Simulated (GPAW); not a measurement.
A computed O K-edge spectrum of one site in a crystal of O, Ti and Zr, with its zero at a photon energy of about 531.1 eV (raw 540.0 eV, less 8.9 eV of added terms; uncertain by a few eV). Method: GPAW, PBE, excited-electron core hole (neutral cell) in a small cell, dipole transitions, broadening that rises with energy.

Energy from the bottom of the conduction band, which holds the excited electron; intensity scaled to a mean of 1 over the first 20 eV:

```tsv
E (eV)	intensity
-2.0	0.00
-1.4	0.00
-0.8	0.05
-0.2	0.81
0.4	1.81
1.0	0.90
1.6	0.32
2.2	0.60
2.8	1.90
3.4	2.85
4.0	2.40
4.6	1.18
5.2	0.92
5.8	0.74
6.4	0.59
7.0	0.51
7.6	0.47
8.2	0.38
8.8	0.37
9.4	0.63
10.0	1.05
10.6	1.29
11.2	1.27
11.8	1.20
12.4	1.20
13.0	1.17
13.6	1.06
14.2	0.97
14.8	0.95
15.4	0.97
16.0	0.95
16.6	0.87
17.2	0.76
17.8	0.67
18.4	0.65
19.0	0.68
19.6	0.75
20.2	0.83
20.8	0.90
21.4	0.94
22.0	0.93
22.6	0.88
23.2	0.82
23.8	0.75
24.4	0.69
25.0	0.64
25.6	0.60
26.2	0.58
26.8	0.56
27.4	0.55
28.0	0.55
28.6	0.56
29.2	0.59
29.8	0.63
```

Question: Which coordination does this site have?

A K edge sees empty p states; the first features are O p mixed into the empty d states of the Zr neighbours, and the broad ones above probably into the cations' higher empty bands. It is atom 2 of fluorite (ZrO2)1-x(TiO2)x, x = 0.125, with 1 Zr at 2.02 Å, 1 Zr at 2.17 Å, 1 Zr at 2.29 Å and 1 Zr at 2.32 Å (distorted tetrahedral). Its main maxima below 24 eV lie at 0.4 eV (1.81), 3.6 eV (2.92), 10.8 eV (1.30) and 21.6 eV (0.94). A near-edge spectrum doesn't fix the structure by itself; it is matched against candidates. The relaxation stopped short of its force goal, so the geometry is provisional. The holes are only 5.1 Å apart, so the shape is probably not converged with cell size; no larger cell was run here. The mesh is coarse (0.25 Å⁻¹ between points), so small maxima may be mesh ripples.

[Banner, clock and machine lines of the logs are left out without a mark of their own.]

[Logs are printed without paths, hosts, clocks, repeated set-up lines and the standing remarks that a program may print on its own settings, such as how far it seeks lower states.]

[Hosts, paths, dates, database ids (printed as entryN), source tags and the programs' standing remarks are cut or masked in the printed files.]

[Lists of maxima count a maximum above −3 eV only where it reaches 4 % of the highest in the window and stands out from its surroundings by 2 % of it (1.5 % where it reaches 55 %); shoulders and weaker maxima are passed over, and of the rest the first, up to two pre-edge ones and the few strongest are named.]
